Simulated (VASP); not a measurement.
A run of VASP 6.6.1 is set up as follows.

Contents of INCAR:

```
SYSTEM = Sc
  PREC = Accurate
  ENCUT = 520
  EDIFF = 1E-6
  ISMEAR = -1
  SIGMA = 0.13605693000000002
  LREAL = .False.
  LASPH = .True.
  NELM = 80
  ALGO = Fast
  ISIF = 2
  LWAVE = .False.
  LCHARG = .False.
  GGA = PE
  NBANDS = 12
```

Contents of KPOINTS:

```
regular mesh
0
Gamma
  13 13 13
  0 0 0
```

POSCAR

```
Sc
1.0
   -1.8423349767      1.8423349767      1.8423349767
    1.8423349767     -1.8423349767      1.8423349767
    1.8423349767      1.8423349767     -1.8423349767
Sc
1
Direct
    0.0000000000      0.0000000000      0.0000000000
```

Potentials or basis: VASP PAW PBE potentials, release 64 (Sc_sv).

Command:

```console
$ cat potpaw_PBE.64/Sc_sv/POTCAR > POTCAR
$ mpirun -np 1 vasp_std > vasp.out
```

Question: Predict the pressure.

Answer: 0.0 GPa.

Question: Estimate the band gap on the k mesh.

Answer: None (metal or under the smearing width).
